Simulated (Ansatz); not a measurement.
## Cr: strain energy, fitted

Cr, Im-3m, a = 2.848 Å. Ansatz: PBE, PAW, 420 eV, Γ-centred 18×18×18 mesh on 2 atoms, Gaussian smearing 0.10 eV; no spin polarisation. Series: biaxial strain in the a-b plane, c and atoms relaxed; x is the strain in per cent. y is the free energy over the unstrained cell, V0 = 11.548 Å³/atom.

```
x (%) y (meV/atom)
 -6.0        159.53
 -4.0         69.34
 -2.0         16.84
  0.0          0.00
  2.0         15.03
  4.0             ?
  6.0        123.24
```

**Question.** Fit y = c2 x² + c3 x³ to the other rows, turn c2 into a modulus, and predict the missing energy.

**Answer.** Least squares on the rows shown. y = 3.9340 x² − 0.084712 x³. In eV per unit strain² c2 is 39.34; M is the biaxial modulus (E = M V0 ε²): 39.34 × 160.2 / (11.548) = 546 GPa. At x = 4.0 the fit asked for gives 57.52 meV/atom. The run gave 57.60 meV/atom, so the fit is 0.08 meV/atom too low, within the rms miss on the fitted rows (0.51 meV/atom).